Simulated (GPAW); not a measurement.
MgTe:

```
CELL_PARAMETERS angstrom
0.00000 3.23200 3.23200
3.23200 0.00000 3.23200
3.23200 3.23200 0.00000
ATOMIC_POSITIONS crystal
Te 0.25000 0.25000 0.25000
Mg 0.00000 0.00000 0.00000
```

The cell comes from a database or a generator and needn't be the stable form of this composition.

Program: GPAW 26.7.0. Alike in all runs: no spin polarisation; cell as given; cutoff (eV) 800; smearing fermi-dirac 0.05 eV.

Q: Order these runs on this cell by their band gap on the k mesh, lowest first.
A. level r2SCAN; potentials or basis GPAW PAW data sets (gpaw-data 1.2.1), pw; k mesh 7 × 7 × 7; band path GXWKGLUWLK,UX; band points 100
B. level PBEsol; potentials or basis PAW data sets generated in the run's folder for this functional, pw; k mesh 7 × 7 × 7; band path GXWKGLUWLK,UX; band points 100
C. level TB-mBJ; potentials or basis GPAW PAW data sets for LDA (gpaw-data 1.2.1), pw; k mesh 8 × 8 × 8

A: B (2.31 eV), A (3.12 eV), C (3.46 eV).

Caveats: spin-orbit coupling is left out, which moves the levels of the heavy elements; a model potential gives levels but no total energy (some runs).

A k mesh can miss the band edges, odd and even meshes differently.

Runs at the PBE level aren't shown here.
